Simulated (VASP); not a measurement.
# MgO in VASP: a PBE single point

MgO (wurtzite), under +2.0 % strain along z alone is computed at one geometry. Runs: PBE. The results are then set beside those of Ansatz 0.2.0 for the same cell. This is a trial cell built on a prototype, not taken from a measured structure, and it needn't be the compound's ground state.

Program: VASP 6.6.1. PAW datasets, plane waves. No spin polarisation. The prototype was imposed, so other structures may be more stable.

## (1) The cell

The cell comes from an earlier relaxation with r2SCAN in another program, then strained, with the atoms relaxed again.

Space group P6_3mc (No. 186), hexagonal; conventional cell a = 3.288 Å, c = 5.135 Å, 12.02 Å³ an atom. Mg has 4 O at 1.98–2.00 Å; O has 4 Mg at 1.98–2.00 Å.

Structure file:

```
CELL_PARAMETERS angstrom
3.28822 0.00000 0.00000
-1.64411 2.84768 0.00000
0.00000 0.00000 5.13505
ATOMIC_POSITIONS crystal
Mg 0.33333 0.66667 0.99299
Mg 0.66667 0.33333 0.49299
O 0.33333 0.66667 0.38201
O 0.66667 0.33333 0.88201
```

## (2) PBE at this geometry

Input file INCAR:

```
ENCUT = 520.000000
SIGMA = 0.020000
EDIFF = 1.00e-07
GGA = PE
PREC = Accurate
IBRION = -1
ISIF = 2
ISMEAR = -1
NBANDS = 16
NELM = 120
NSW = 0
LASPH = .TRUE.
LCHARG = .FALSE.
LWAVE = .FALSE.
LREAL = .FALSE.
```

Input file KPOINTS:

```
KPOINTS created by Atomic Simulation Environment
0
Gamma
12 12 6
0 0 0
```

Input file KPOINTS_OPT:

```
special points
6
Reciprocal
0.0000000000 0.0000000000 0.0000000000 1
0.5000000000 0.0000000000 0.0000000000 1
0.3333333333 0.3333333333 0.0000000000 1
0.0000000000 0.0000000000 0.5000000000 1
0.5000000000 0.0000000000 0.5000000000 1
0.3333333333 0.3333333333 0.5000000000 1
```

Input file POSCAR:

```
Mg O
 1.0000000000000000
     3.2882172281021651   -0.0000000000288675    0.0000000000000000
    -1.6441086140260825    2.8476796527125590    0.0000000000000000
     0.0000000000000000    0.0000000000000000    5.1350536003000000
 Mg  O
   2   2
Cartesian
  0.0000000000166669  1.8984531017987498 -0.0359928962978270
  1.6441086140594163  0.9492265508849412  2.5315339038521727
  0.0000000000166669  1.8984531017987498  1.9616379964103272
  1.6441086140594163  0.9492265508849412  4.5291647965603268
```

The run uses the recommended PBE PAW datasets (16 valence electrons a neutral cell).

The run is started by

```sh
mpirun -np 1 vasp_std
```

Printed to the terminal (iteration lines stand in OSZICAR):

```text
POSCAR found type information on POSCAR MgO
 POSCAR found :  2 types and       4 ions
 LDA part: xc-table for (Slater+PW92), standard interpolation
 POSCAR, INCAR and KPOINTS ok, starting setup
 FFT: planning ... GRIDC
 FFT: planning ... GRID_SOFT
 FFT: planning ... GRID
 WAVECAR not read
 entering main loop
 Start KPOINTS_OPT (optional k-point list driver)
k-point batch [1-6\6]
```

OSZICAR:

```text
N       E                     dE             d eps       ncg     rms          rms(c)
DAV:   1     0.618049471936E+02    0.61805E+02   -0.74518E+03  2432   0.879E+02
DAV:   2    -0.237107419775E+02   -0.85516E+02   -0.78857E+02  3288   0.197E+02
DAV:   3    -0.277938191893E+02   -0.40831E+01   -0.40721E+01  2808   0.447E+01
DAV:   4    -0.278110236020E+02   -0.17204E-01   -0.17204E-01  3008   0.341E+00
DAV:   5    -0.278111094597E+02   -0.85858E-04   -0.85858E-04  2864   0.231E-01    0.117E+01
DAV:   6    -0.235888353907E+02    0.42223E+01   -0.12444E+01  2440   0.262E+01    0.392E+00
DAV:   7    -0.235374206427E+02    0.51415E-01   -0.17589E-01  2464   0.335E+00    0.221E+00
DAV:   8    -0.235332035780E+02    0.42171E-02   -0.99022E-02  2568   0.342E+00    0.510E-01
DAV:   9    -0.235307345476E+02    0.24690E-02   -0.30957E-03  3048   0.511E-01    0.180E-01
DAV:  10    -0.235314976850E+02   -0.76314E-03   -0.16045E-03  2480   0.259E-01    0.294E-02
DAV:  11    -0.235315208823E+02   -0.23197E-04   -0.15879E-05  2864   0.270E-02    0.204E-02
DAV:  12    -0.235315213209E+02   -0.43861E-06   -0.98271E-06  2464   0.268E-02    0.190E-03
DAV:  13    -0.235315213253E+02   -0.44032E-08   -0.42309E-07  2896   0.459E-03
   1 F= -.23531521E+02 E0= -.23531521E+02  d E =-.359666E-12
       N       E                     dE             ncg
DAV:   1     0.228029482253E+04   -0.27293E+04      192
DAV:   2     0.184645390579E+04   -0.43384E+03      256
DAV:   3     0.182602193116E+04   -0.20432E+02      216
DAV:   4     0.182593173221E+04   -0.90199E-01      248
DAV:   5     0.182593121687E+04   -0.51534E-03      208
DAV:   6     0.182593121285E+04   -0.40145E-05      248
DAV:   7     0.182593121282E+04   -0.33529E-07      160
```

The lines after F= are the extra pass for the points of KPOINTS_OPT, at fixed density; their E is not a total energy.

From OUTCAR:

```text
k-points           NKPTS =     76   k-points in BZ     NKDIM =     76   number of bands    NBANDS=     16

   NELECT =      16.0000    total number of electrons

   dimension x,y,z NGX =    24 NGY =   24 NGZ =   40
   dimension x,y,z NGXF=    48 NGYF=   48 NGZF=   80

  energy-cutoff  :      520.00
  volume of cell :       48.08
      direct lattice vectors                 reciprocal lattice vectors
     3.288217228 -0.000000000  0.000000000     0.304116161  0.175581547  0.000000000
    -1.644108614  2.847679653  0.000000000     0.000000000  0.351163095  0.000000000
     0.000000000  0.000000000  5.135053600     0.000000000  0.000000000  0.194739934

 k-points in reciprocal lattice and weights: KPOINTS created by Atomic Simulation Env
   0.00000000  0.00000000  0.00000000       0.001
   0.08333333  0.00000000  0.00000000       0.007
   0.16666667  0.00000000  0.00000000       0.007
   0.25000000  0.00000000  0.00000000       0.007
   0.33333333  0.00000000  0.00000000       0.007
   0.41666667  0.00000000  0.00000000       0.007
   0.50000000  0.00000000  0.00000000       0.003
   0.08333333  0.08333333  0.00000000       0.007
[... 68 more k-points ...]

 E-fermi :   1.3784

 k-point     1 :       0.0000    0.0000    0.0000
  band No.  band energies     occupation
      1     -15.1611      2.00000
      2     -14.4375      2.00000
      3      -2.2367      2.00000
      4       0.3770      2.00000
      5       0.3770      2.00000
      6       0.6552      2.00000
      7       0.6552      2.00000
      8       0.9135      2.00000
      9       4.4192      0.00000
     10       9.3965      0.00000
     11      11.0041      0.00000
     12      15.3006      0.00000
     13      15.3006      0.00000
     14      17.0840      0.00000
     15      17.5578      0.00000
     16      17.5578      0.00000

 k-point     2 :       0.0833    0.0000    0.0000
  band No.  band energies     occupation
      1     -15.1267      2.00000
      2     -14.4238      2.00000
      3      -2.1674      2.00000
      4       0.2005      2.00000
      5       0.3297      2.00000
      6       0.4170      2.00000
      7       0.6564      2.00000
      8       0.8950      2.00000
      9       4.7629      0.00000
     10       9.5997      0.00000
     11      10.9481      0.00000
     12      14.3371      0.00000
     13      15.4173      0.00000
     14      16.9973      0.00000
     15      17.5546      0.00000
     16      17.7256      0.00000

 k-point     3 :       0.1667    0.0000    0.0000
  band No.  band energies     occupation
      1     -15.0292      2.00000
      2     -14.3879      2.00000
      3      -1.9666      2.00000
      4      -0.3338      2.00000
      5      -0.0067      2.00000
      6       0.2165      2.00000
      7       0.6454      2.00000
      8       0.8339      2.00000
      9       5.5667      0.00000
     10      10.0276      0.00000
     11      10.8642      0.00000
     12      13.0259      0.00000
     13      15.7014      0.00000
     14      15.7083      0.00000
     15      16.5341      0.00000
     16      16.9545      0.00000

 k-point     4 :       0.2500    0.0000    0.0000
  band No.  band energies     occupation
      1     -14.8866      2.00000
      2     -14.3441      2.00000
      3      -1.6574      2.00000
      4      -0.9765      2.00000
      5      -0.4436      2.00000
      6       0.0822      2.00000
      7       0.6141      2.00000
      8       0.7195      2.00000
      9       6.5287      0.00000
     10      10.0478      0.00000
     11      10.9768      0.00000
     12      12.2042      0.00000
     13      14.3736      0.00000
     14      15.7701      0.00000
     15      15.8403      0.00000
     16      16.4936      0.00000

 k-point     5 :       0.3333    0.0000    0.0000
  band No.  band energies     occupation
      1     -14.7279      2.00000
      2     -14.3114      2.00000
      3      -1.5368      2.00000
      4      -1.2674      2.00000
      5      -0.8252      2.00000
      6      -0.0385      2.00000
      7       0.5428      2.00000
      8       0.5737      2.00000
      9       7.4774      0.00000
     10       9.6708      0.00000
     11      10.6334      0.00000
     12      12.2514      0.00000
     13      13.5344      0.00000
     14      15.2569      0.00000
     15      15.4627      0.00000
     16      16.7149      0.00000

[... the tables of k-points 6 to 76 left out ...]

  Total        0.4902030      0.4902030      0.2239047      0.0000000      0.0000000      0.0000000
  in kB       16.3339008     16.3339008      7.4606603      0.0000000      0.0000000      0.0000000
  external PRESSURE =      13.3761540 kB  Pullay stress =       0.0000000 kB

 POSITION                                       TOTAL-FORCE (eV/Angst)
 -----------------------------------------------------------------------------------
      0.00000      1.89845      5.09906         0.000000     -0.000000     -0.008134
      1.64411      0.94923      2.53153        -0.000000      0.000000     -0.008134
      0.00000      1.89845      1.96164         0.000000     -0.000000      0.008134
      1.64411      0.94923      4.52916         0.000000      0.000000      0.008134
 -----------------------------------------------------------------------------------
    total drift:                               -0.000000     -0.000000     -0.001148

  FREE ENERGIE OF THE ION-ELECTRON SYSTEM (eV)
  ---------------------------------------------------
  free  energy   TOTEN  =       -23.5315213253 eV

  energy  without entropy=      -23.5315213253  energy(sigma->0) =      -23.53152133
```

Hardware: 1 MPI rank of Intel Xeon Platinum 8488C, shared host.

The levels at the points of KPOINTS_OPT are read from vasprun.xml.

Near the gap, in eV above the top of the last filled band v; c is the band after it:

| point | v−1 | v | c | c+1 |
| --- | --- | --- | --- | --- |
| Γ | -0.26 | 0.00 | 3.51 | 8.48 |
| M | -0.73 | -0.39 | 7.90 | 7.98 |
| K | -1.08 | -1.08 | 8.31 | 8.44 |
| A | -0.40 | -0.40 | 5.94 | 5.94 |
| L | -0.65 | -0.65 | 7.40 | 7.40 |
| H | -0.33 | -0.33 | 8.53 | 8.53 |

PBE gives a direct gap of 3.51 eV at Γ. Pressure: 1.34 GPa; the forces vanish within 0.01 eV/Å.

## (3) What came out

| level | gap (eV) | pressure (GPa) | Ansatz: gap (eV) | Ansatz: pressure (GPa) |
| --- | --- | --- | --- | --- |
| PBE | 3.51 | 1.34 | 3.52 | 1.73 |

In words: The two programs agree on the gap within 0.03 eV. Each program uses its own PAW datasets and cutoff. VASP's cell holds 16 valence electrons and Ansatz's 32.
